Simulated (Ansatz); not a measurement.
# TiSe (P6_3/mmc) in Ansatz: further runs

Aim: see how the results for TiSe move with the level of theory and the settings. Levels: HSE06, PBE0. Tasks: relaxation of cell and atoms, single point.

All numbers are computed with Ansatz 0.2.0; they aren't measurements. Logs are shortened: lines on timing, memory, paths and dates and some standing lists are left out, and cuts for length are marked.

## Step 1: The structure

Symmetry: P6_3/mmc, No. 194, hexagonal system. The conventional cell has a = 3.559 Å, b = 3.559 Å, c = 6.220 Å, α = 90.00°, β = 90.00°, γ = 120.00°. Around Se (site symmetry -6m2) lie 6 Ti at 2.58 Å. Ti (site symmetry -3m) is surrounded by 6 Se at 2.58 Å.

## Step 2: Relaxation of cell and atoms, HSE06

input reads:

```
crystal:
  lattice:
    - [3.559, 0.0, 0.0]
    - [-1.7795, 3.0821844121, 0.0]
    - [0.0, 0.0, 6.22]
  atoms:
    - { symbol: Se, position: [0.6666666667, 0.3333333333, 0.75] }
    - { symbol: Se, position: [0.3333333333, 0.6666666667, 0.25] }
    - { symbol: Ti, position: [0.0, 0.0, 0.5] }
    - { symbol: Ti, position: [0.0, 0.0, 0.0] }
hamiltonian:
  xc: hse06
  pseudopotentials: { kind: paw }
kpoints:
  mp_grid: { grid: [6, 6, 4] }
scf:
  occupations: { method: fermi_dirac, width: 0.05 }
output:
  forces: true
  stress: true
  eigenvalues: true
relax:
  f_tol: 0.01
  max_steps: 40
  cell: { stress_tol: 0.05 }
```

Potentials or basis: Ansatz PAW.

The log of the run:

```text
GPUs: using 1 of 1 available (devices: 1).
Engine: ansatz 0.2.0, x86_64-unknown-linux-gnu
Pseudopotentials: kind: paw
Pseudopotential: Se, paw, valence charge 16, recommended cutoff 420 eV (normal), Se.paw.azcp
Pseudopotential: Ti, paw, valence charge 12, recommended cutoff 420 eV (normal), Ti.paw.azcp
Functional definition: HSE06
  parameter a = 0.25
  parameter omega = 0.11/bohr
  exchange = pbe_x - a*pbe_x_sr(omega) + a*exact_x_sr(omega)
  correlation = pbe_c
device memory: the entry about to start is reckoned to put 0.9 GiB on a device that reports 30.8 GiB free (of which the cap on the GPU budget leaves the run 18.0 GiB)
GPU FFT provider: cuFFT
GPU libraries: cuBLAS 13.8.2, cuFFT 12.4.0, cuSOLVER 12.3.4
Crystal: 4 atoms, lattice volume = 68.230 Å³
Basis set: ecut = 420 eV, 1299 PW (Γ), exchange–correlation on 48×48×90 points (8 copies of the dense FFT grid, shifted against one another)
Bands: 34, of which v1, the nominal top of the filled ones, is band 28 counted from 1 (27 counted from 0)
Symmetry: 24 space group operations
Space group: P63/mmc (ITA 194), of the structure as read, at distance tolerance 4.1e-5 Å
k-points: 21 of 144
Non-local potential: Se, projectors of the file, l = 0: 2, l = 1: 2, l = 2: 3, l = 3: 1
Non-local potential: Ti, projectors of the file, l = 0: 3, l = 1: 2, l = 2: 3, l = 3: 1
PAW form: soft (Blöchl's): semilocal exchange-correlation on the pseudo side does not see the compensation charge
PAW frozen core: Se, regenerated for the run's functional, and the local potential with it (the file was generated under x = pbe(κ = 0.804, μ = 0.2195149727645171), c = pbe(β = 0.06672455060314922))
PAW frozen core: Ti, regenerated for the run's functional, and the local potential with it (the file was generated under x = pbe(κ = 0.804, μ = 0.2195149727645171), c = pbe(β = 0.06672455060314922))
PAW one-centre angular grid: Se, 590 points (default); XC on 64 Gauss nodes
PAW one-centre angular grid: Ti, 590 points (default); XC on 64 Gauss nodes
Initial density: superposition of atomic densities (neutral atoms: chi_scale 0, normalization atom), corrected by the library's trained network
Initial wavefunctions: pseudopotential atomic-orbital guess
GPU buffer pool allocated for 25920 grid points (all kernels)
GPU transforms: local potential and band sums: pruned to the plane-wave sphere, on 24×24×45
Functional: x = pbe(κ = 0.804, μ = 0.2195149727645171), c = pbe(β = 0.06672455060314922), warm-up for x = pbe(κ = 0.804, μ = 0.2195149727645171) + 0.25 (exact − pbe) at short range (hse, ω = 0.20786987370883472 Å⁻¹), c = pbe(β = 0.06672455060314922); HSE06 as pw.x's `hse` composes it (authors' and Libxc's form: `xc: wpbeh`)
SCF iter   1: F=—  HF=-15941.649486 eV  |F-HF|=—  |Δ(HF+E_count)|=         —  Δρ=2.98e-3  dr2=3.09e-3  ethr=1.77e-3  ⟨swp⟩=5.2  Hψ=2702  notcnv=0
preconditioner: auto → Kerker (q_TF=auto, 2.640 Å⁻¹)  [metal: Δε(μ)=0.016 eV  Ē_g=7.296 eV  σ=0.050 eV  W_gap=0.08  n_scr=22 (ndim 8)  ℏωp=20.1 eV  f_vac=0.000  D(μ)=4.97/eV (n_scr^D=42)]
SCF iter   2: F=—  HF=-15941.650182 eV  |F-HF|=—  |Δ(HF+E_count)|=   6.96e-4  Δρ=1.74e-3  dr2=1.14e-3  ethr=5.52e-6  ⟨swp⟩=4.0  Hψ=1920  notcnv=0
[... 465 lines left out ...]
Stability not checked: this state was not tested for a lower state beside it, because the functional holds exact exchange (a hybrid, or Hartree-Fock), whose exchange loop this test does not read (fock_operator; see scf.lower_state_search)
Free energy (F): -15943.726671 eV
Frozen-core exchange: fock
Harris-Foulkes:  -15943.726671 eV  (|F-HF|=0.00e0)
Internal energy: -15943.713456 eV  (E = F + TS)
E sigma→0 (E₀):  -15943.720064 eV
Entropy (-TS):   -0.013215 eV (-3.304 meV/atom)
Fermi energy:    15.047914 eV
--- Per-component energies (eV) ---
  E_band       = -1045.616975
  E_kinetic    = 788.547888
  E_local      = -5573.310646  (includes V_loc(G=0)·N_el)
  E_nonlocal   = -1179.573626
  E_hartree    = 2707.963651
  E_xc         = -328.854900
  E_vxc        = -357.890068  (∫ρ·V_xc dr)
  E_exx        = -216.193785  (= α·E_x^exact, valence–valence)
  E_paw        = -5778.743557  (= ΣΔE_a)
  E_vpaw       = 293.070657  (= ΣTr[D̂ρ^β])
  E_aug_tail   = -0.000873  (compensation charges beyond the density's cutoff)
  E_ewald      = -6361.061772
  E_core_change = -2.485836  (= ΣΔE_core)
  E_smearing   = -0.013215  (= −TS)
  E_closure    = -0.000000  (closes the sum)
  Σ components = -15943.726671   (vs F -15943.726671, Δ=-1.82e-12)
--- Forces (eV/Å), atoms counted from 1 ---
  atom   1  Se     0.00000000    -0.00000000     0.00000000
  atom   2  Se     0.00000000     0.00000000    -0.00000000
  atom   3  Ti     0.00000000     0.00000000    -0.00000000
  atom   4  Ti     0.00000000    -0.00000000     0.00000000
  max |Σ_I F_I| component: 6.94e-18 eV/Å
--- Stress (GPa, compression-positive) ---
       -0.021152       0.000000      -0.000000
        0.000000      -0.021152       0.000000
       -0.000000       0.000000      -0.009147
  P = ⅓ Tr σ = -0.0172 GPa (-0.172 kbar)
--- Band table (eV; the first three rows and the last of 21) ---
  k-point 0: bands = ["-47.2744", "-47.2663", "-37.9166", "-37.9166", "-37.9163", "-37.9163", "-37.9161", "-37.9156", "-37.8978", "-37.8978", "-37.8977", "-37.8977", "-22.1043", "-21.9666", "-21.8576", "-21.8576", "-21.8454", "-21.8454", "-2.6905", "-1.4414", "6.1451", "11.2514", "11.2514", "11.2872", "12.6242", "13.8495", "13.8495", "15.0287", "15.0287", "15.1927", "15.1927", "16.5279", "16.5279", "16.9197"]
  k-point 1: bands = ["-47.2732", "-47.2674", "-37.9166", "-37.9166", "-37.9164", "-37.9164", "-37.9160", "-37.9157", "-37.8978", "-37.8978", "-37.8977", "-37.8977", "-22.0844", "-21.9870", "-21.8558", "-21.8558", "-21.8472", "-21.8472", "-2.5379", "-1.6646", "6.6857", "9.9002", "11.4631", "11.4631", "13.0342", "13.0342", "13.7420", "15.3019", "15.3019", "15.6377", "15.6377", "16.3002", "16.7758", "16.7758"]
  k-point 2: bands = ["-47.2703", "-47.2703", "-37.9165", "-37.9165", "-37.9165", "-37.9165", "-37.9159", "-37.9159", "-37.8978", "-37.8978", "-37.8978", "-37.8978", "-22.0360", "-22.0360", "-21.8514", "-21.8514", "-21.8514", "-21.8514", "-2.1349", "-2.1349", "8.0816", "8.0816", "12.0811", "12.0811", "12.0811", "12.0811", "15.0875", "15.0875", "15.5682", "15.5682", "15.5682", "15.5682", "17.9953", "17.9953"]
  k-point 20: bands = ["-47.2504", "-47.2504", "-37.9176", "-37.9176", "-37.9168", "-37.9168", "-37.9140", "-37.9140", "-37.8958", "-37.8958", "-37.8954", "-37.8954", "-21.9878", "-21.9878", "-21.9769", "-21.9769", "-21.9749", "-21.9749", "-0.3865", "-0.3865", "7.9529", "7.9529", "8.3526", "8.3526", "9.4012", "9.4012", "14.3004", "14.3004", "16.8856", "16.8856", "17.1550", "17.1550", "17.2089", "17.2089"]
--- Relaxed structure (6 steps of the walk, 6 accepted, 2 SCFs on fresh bases) ---
  F+E_penalty+E_count = -15943.72667091 eV   max|allowed force component| = 1.966e-17 eV/Å   (the final SCF, on the basis selected at the relaxed cell)
  cell:  # Å, volume = 66.6241 Å³
    - [3.3693890442032908, 5.935415715049527e-35, 0.0]
    - [-1.6846945221016454, 2.917976507513019, 0.0]
    - [0.0, 0.0, 6.776385199163137]
  atoms:
    - { symbol: Se, position: [0.6666666666666666, 0.3333333333333333, 0.75] }
    - { symbol: Se, position: [0.3333333333333333, 0.6666666666666667, 0.25] }
    - { symbol: Ti, position: [-2.3815646705836507e-35, -4.312176371143537e-35, 0.5] }
    - { symbol: Ti, position: [-1.1870437652217232e-34, -1.4270862933935411e-34, -2.7415602437184328e-36] }
```

Wall time 4.7 min (1 × NVIDIA H100 80GB HBM3 with 2 threads of AMD EPYC 7R13 (Zen 3), shared host); peak memory 3.3 GiB.

Results:

- Free energy: -15943.7267 eV
- Relaxed volume: 16.66 Å³/atom
- Relaxed cell: a = 3.369 Å, b = 3.369 Å, c = 6.776 Å, α = 90.00°, β = 90.00°, γ = 120.00°
- Space group after relaxing (to 0.05 Å): P6_3/mmc (No. 194)
- Energy gained by relaxing: 87.0 meV/atom
- Ionic steps: 8
- Pressure after relaxing: 0.0 GPa
- Band gap on the k mesh: none (metal or under the smearing width)

Step by step:
```tsv
step	energy change (eV)	largest force (eV/Å)	volume (Å³)
1	0.0000	0.0000	68.23
2	-0.2569	0.0000	68.04
3	-0.3425	0.0000	66.13
4	-0.3479	0.0000	66.68
5	-0.3481	0.0000	66.60
6	-0.3482	0.0000	66.60
7	-0.3482	0.0000	66.62
8	-0.3482	0.0000	66.62
```

Final structure:
```yaml
crystal:
  lattice:
    - [3.36939, 0.00000, 0.00000]
    - [-1.68469, 2.91798, 0.00000]
    - [0.00000, 0.00000, 6.77639]
  atoms:
    - { symbol: Se, position: [0.66667, 0.33333, 0.75000] }
    - { symbol: Se, position: [0.33333, 0.66667, 0.25000] }
    - { symbol: Ti, position: [0.00000, 0.00000, 0.50000] }
    - { symbol: Ti, position: [0.00000, 0.00000, 0.00000] }
```

Caveat: the plane-wave basis is chosen anew once the cell has moved, so the energies of steps on either side of that aren't comparable; the PAW data sets come from PBE, with cores solved anew for the run's functional, which leaves a small shift of forces and pressure.

## Step 3: Single point, PBE0

Changes to input since step 2:

```diff
@@ -11,3 +11,3 @@
 hamiltonian:
-  xc: hse06
+  xc: pbe0
   pseudopotentials: { kind: paw }
@@ -21,5 +21 @@
   eigenvalues: true
-relax:
-  f_tol: 0.01
-  max_steps: 40
-  cell: { stress_tol: 0.05 }
```

Potentials or basis: Ansatz PAW.

Run time: 64 s. Hardware: 1 × NVIDIA H100 80GB HBM3 with 2 threads of AMD EPYC 7R13 (Zen 3), shared host; peak memory 3 GiB.

The run converged. Its results:

```
Free energy            : -15943.5386 eV
Pressure               : 0.1 GPa
Band gap on the k mesh : none (metal or under the smearing width)
```

Stress tensor (GPa, compression positive):
```
-5.04  0.00  0.00
 0.00 -5.04  0.00
 0.00  0.00 10.33
```

Levels at points of the mesh, in eV from the Fermi level:
```
             k point  band 25  band 26  band 27  band 28  band 29  band 30  band 31  band 32
  (0.00, 0.00, 0.00)    -2.70    -2.56    -2.56    -0.85    -0.85    -0.39    -0.39     1.81
 (0.00, 0.00, -0.50)    -4.49    -4.49     0.26     0.26     0.26     0.26     0.39     0.39
 (0.00, -0.50, 0.00)    -5.79    -4.59    -2.97    -1.01     1.40     1.84     2.06     2.18
(0.00, -0.50, -0.50)    -5.26    -5.26    -1.85    -1.85     2.00     2.00     2.21     2.21
```

Caveat: the PAW data sets come from PBE, with cores solved anew for the run's functional, which leaves a small shift of forces and pressure; the thresholds are loose for stress.

## Step 4: Relaxation of cell and atoms, PBE0

Changes to input since step 3:

```diff
@@ -21 +21,9 @@
   eigenvalues: true
+  write_density: true
+  write_potential: true
+  elf: true
+  volumetric_format: npy
+relax:
+  f_tol: 0.01
+  max_steps: 40
+  cell: { stress_tol: 0.05 }
```

Potentials or basis: Ansatz PAW.

The log of the run:

```text
GPUs: using 1 of 1 available (devices: 1).
[... 4 set-up lines as earlier in the session ...]
Functional definition: PBE0
[... 1 set-up line as earlier in the session ...]
  parameter kappa = 0.804
[... 603 lines left out ...]
  k-point 1: bands = ["-47.6675", "-47.6617", "-38.2626", "-38.2626", "-38.2624", "-38.2624", "-38.2620", "-38.2616", "-38.2445", "-38.2445", "-38.2444", "-38.2444", "-22.4742", "-22.3782", "-22.2336", "-22.2336", "-22.2257", "-22.2257", "-2.9358", "-2.0617", "6.2885", "9.5238", "11.1634", "11.1634", "12.7881", "12.7881", "13.4184", "15.6812", "15.6812", "15.9034", "15.9034", "16.5883", "17.1916", "17.1916"]
  k-point 2: bands = ["-47.6645", "-47.6645", "-38.2625", "-38.2625", "-38.2625", "-38.2625", "-38.2618", "-38.2618", "-38.2445", "-38.2445", "-38.2445", "-38.2445", "-22.4261", "-22.4261", "-22.2295", "-22.2295", "-22.2295", "-22.2295", "-2.5322", "-2.5322", "7.6907", "7.6907", "11.8019", "11.8019", "11.8019", "11.8019", "14.9268", "14.9268", "15.9244", "15.9244", "15.9244", "15.9244", "18.4298", "18.4298"]
  k-point 20: bands = ["-47.6440", "-47.6440", "-38.2637", "-38.2637", "-38.2629", "-38.2629", "-38.2599", "-38.2599", "-38.2424", "-38.2424", "-38.2421", "-38.2421", "-22.3765", "-22.3765", "-22.3587", "-22.3587", "-22.3568", "-22.3568", "-0.7532", "-0.7532", "7.5753", "7.5753", "7.9776", "7.9776", "9.0518", "9.0518", "14.0022", "14.0022", "17.2952", "17.2952", "17.5685", "17.5685", "17.6443", "17.6443"]
--- Relaxed structure (6 steps of the walk, 6 accepted, 2 SCFs on fresh bases) ---
  F+E_penalty+E_count = -15943.94529264 eV   max|allowed force component| = 2.024e-17 eV/Å   (the final SCF, on the basis selected at the relaxed cell)
  cell:  # Å, volume = 66.4147 Å³
    - [3.361124452975157, 3.494632987701654e-36, 0.0]
    - [-1.6805622264875786, 2.9108191615575607, 0.0]
    - [0.0, 0.0, 6.788355678933306]
  atoms:
    - { symbol: Se, position: [0.6666666666666667, 0.3333333333333333, 0.7500000000000001] }
    - { symbol: Se, position: [0.3333333333333333, 0.6666666666666667, 0.25] }
    - { symbol: Ti, position: [-7.093631477386844e-34, -4.690915635439261e-34, 0.5] }
    - { symbol: Ti, position: [-6.314396217680462e-34, -4.031884907019211e-34, 1.4514142466744647e-36] }
```

rho_z.tsv:

```text
# z_ang	rho[e/angstrom^3]
# format = ansatz-planar-average/11
# lattice	3.361124453	0.000000000	0.000000000
# lattice	-1.680562226	2.910819162	0.000000000
# lattice	0.000000000	0.000000000	6.788355679
# sites	4
# site	34	1.680562226	0.970273054	5.091266759
# site	34	-0.000000000	1.940546108	1.697088920
# site	22	-0.000000000	-0.000000000	3.394177839
# site	22	-0.000000000	-0.000000000	0.000000000
0.000000	1.164351e0
0.141424	1.103824e0
0.282848	9.331633e-1
0.424272	7.006314e-1
0.565696	4.886093e-1
0.707120	3.639492e-1
[... 40 lines left out ...]
6.505508	9.331633e-1
6.646932	1.103824e0
```

v_z.tsv:

```text
# z_ang	v_es[eV]	v_tot[eV]
# format = ansatz-planar-average/11
# xc	pbe0
# density_cutoff_ev	1680
# datasets	Se=:simpson_from_first_knot:soft:fock:shift=0	Ti=:simpson_from_first_knot:soft:fock:shift=0
# lattice	3.361124453	0.000000000	0.000000000
# lattice	-1.680562226	2.910819162	0.000000000
# lattice	0.000000000	0.000000000	6.788355679
# sites	4
# site	34	1.680562226	0.970273054	5.091266759
# site	34	-0.000000000	1.940546108	1.697088920
# site	22	-0.000000000	-0.000000000	3.394177839
# site	22	-0.000000000	-0.000000000	0.000000000
0.000000	4.941126e0	-4.288747e0
0.141424	5.178654e0	-4.007622e0
0.282848	5.877185e0	-3.186124e0
0.424272	6.970910e0	-1.913062e0
0.565696	8.312567e0	-3.615588e-1
0.707120	9.499732e0	1.009826e0
[... 40 lines left out ...]
6.505508	5.877185e0	-3.186124e0
6.646932	5.178654e0	-4.007622e0
```

Wall time 5.8 min (1 × NVIDIA H100 80GB HBM3 with 2 threads of AMD EPYC 7R13 (Zen 3), shared host); peak memory 3.2 GiB.

What came out:

- Free energy: -15943.9453 eV
- Relaxed volume: 16.60 Å³/atom
- Relaxed cell: a = 3.361 Å, b = 3.361 Å, c = 6.788 Å, α = 90.00°, β = 90.00°, γ = 120.00°
- Space group after relaxing (to 0.05 Å): P6_3/mmc (No. 194)
- Energy gained by relaxing: 101.7 meV/atom
- Ionic steps: 8
- Pressure after relaxing: 0.0 GPa
- Band gap on the k mesh: none (metal or under the smearing width)

Step by step:
```tsv
step	energy change (eV)	largest force (eV/Å)	volume (Å³)
1	0.0000	0.0000	68.23
2	-0.2991	0.0000	67.79
3	-0.4015	0.0000	65.88
4	-0.4064	0.0000	66.50
5	-0.4066	0.0000	66.39
6	-0.4067	0.0000	66.39
7	-0.4067	0.0000	66.41
8	-0.4067	0.0000	66.41
```

Final structure:
```yaml
crystal:
  lattice:
    - [3.36112, 0.00000, 0.00000]
    - [-1.68056, 2.91082, 0.00000]
    - [0.00000, 0.00000, 6.78836]
  atoms:
    - { symbol: Se, position: [0.66667, 0.33333, 0.75000] }
    - { symbol: Se, position: [0.33333, 0.66667, 0.25000] }
    - { symbol: Ti, position: [0.00000, 0.00000, 0.50000] }
    - { symbol: Ti, position: [0.00000, 0.00000, 0.00000] }
```

Levels at points of the mesh, in eV from the Fermi level:
| k point | band 25 | band 26 | band 27 | band 28 | band 29 | band 30 | band 31 | band 32 |
| --- | --- | --- | --- | --- | --- | --- | --- | --- |
| (0.00, 0.00, 0.00) | -2.94 | -1.50 | -1.50 | -0.25 | -0.25 | 0.41 | 0.41 | 1.77 |
| (0.00, 0.00, -0.50) | -3.37 | -3.37 | -0.25 | -0.25 | 0.75 | 0.75 | 0.75 | 0.75 |
| (0.00, -0.50, 0.00) | -5.08 | -3.60 | -2.74 | -1.85 | 1.27 | 2.50 | 2.64 | 2.73 |
| (0.00, -0.50, -0.50) | -4.48 | -4.48 | -2.11 | -2.11 | 2.34 | 2.34 | 2.54 | 2.54 |

Caveat: the plane-wave basis is chosen anew once the cell has moved, so the energies of steps on either side of that aren't comparable; the PAW data sets come from PBE, with cores solved anew for the run's functional, which leaves a small shift of forces and pressure.

## Step 5: Summary

```csv
task,level,cell,gap on the mesh (eV),pressure (GPa),relaxed volume (Å³/atom)
relaxation of cell and atoms,HSE06,relaxed,none,0.0,16.66
single point,PBE0,as given,none,0.1,-
relaxation of cell and atoms,PBE0,relaxed,none,0.0,16.60
```

Alike in all rows: potentials or basis Ansatz PAW; no spin polarisation; k mesh 6 × 6 × 4; cutoff (eV) 420; smearing fermi-dirac 0.05 eV.

Caveats: the PAW data sets come from PBE, with cores solved anew for the run's functional, which leaves a small shift of forces and pressure; the plane-wave basis is chosen anew once the cell has moved, so the energies of steps on either side of that aren't comparable (some runs); the thresholds are loose for stress (some runs).

Absolute energies hang on the potentials; compare differences alone.
